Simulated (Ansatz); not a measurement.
Calculated with Ansatz (gas phase, PBE0-D4/def2-TZVP geometries, no zero-point term in ΔE). CCSD(T)/CBS is the MP2 limit (def2-TZVPP, def2-QZVPP) plus CCSD(T) − MP2 in def2-TZVPP, frozen cores. This one scheme is used for every species. Functionals use def2-TZVPP. B3LYP here is the variant with VWN-RPA as its local correlation; programs differ in this. One conformer a species, not always the lowest.

Consider the formal exchange of groups at a C–C bond: `CCC(=O)CC(C)=O` + BH₃ → `BCC(C)=O` + `CCC=O`.

```csv
level,ΔE (kJ/mol),difference from CCSD(T)/CBS
PBE-D4,-24.0,-3.9
r2SCAN-D4,-20.1,0.0
PBE0-D4,-23.0,-2.9
B3LYP-D4,-20.6,-0.5
ωB97X-V,-18.3,1.8
ωB97M-V,-20.8,-0.7
B2PLYP,-24.2,-4.1
PBE,-30.1,-10.0
r2SCAN,-22.4,-2.3
PBE0,-28.5,-8.4
B3LYP,-29.7,-9.6
HF/def2-TZVPP,-24.2,-4.1
MP2/def2-TZVPP,-16.0,4.1
SCS-MP2/def2-TZVPP,-17.1,3.0
CCSD/def2-TZVPP,-19.9,0.2
CCSD(T)/def2-TZVPP,-17.5,2.6
HF/def2-QZVPP,-25.0,-4.9
MP2/def2-QZVPP,-17.7,2.4
SCS-MP2/def2-QZVPP,-18.9,1.2
HF/CBS(def2),-25.1,-5.0
MP2/CBS(def2),-18.5,1.6
CCSD/CBS(def2),-22.5,-2.4
CCSD(T)/CBS,-20.1,0
```

Largest T1 diagnostic among the species: 0.014.

In def2-TZVPP, CCSD(T) changes the Hartree–Fock value by +6.7 kJ/mol (the triples alone add +2.4 kJ/mol) and MP2 by +8.2 kJ/mol. The D4 term adds +9.2 kJ/mol with B3LYP and +5.6 kJ/mol with PBE0; it sums over pairs of atoms, weighted by their polarisabilities, and B3LYP, whose exchange is more repulsive, gets the larger term.

CCSD(T)/CBS has its own doubt, a few kJ/mol and more with outer-core shells, so smaller differences from it don't rank the levels.
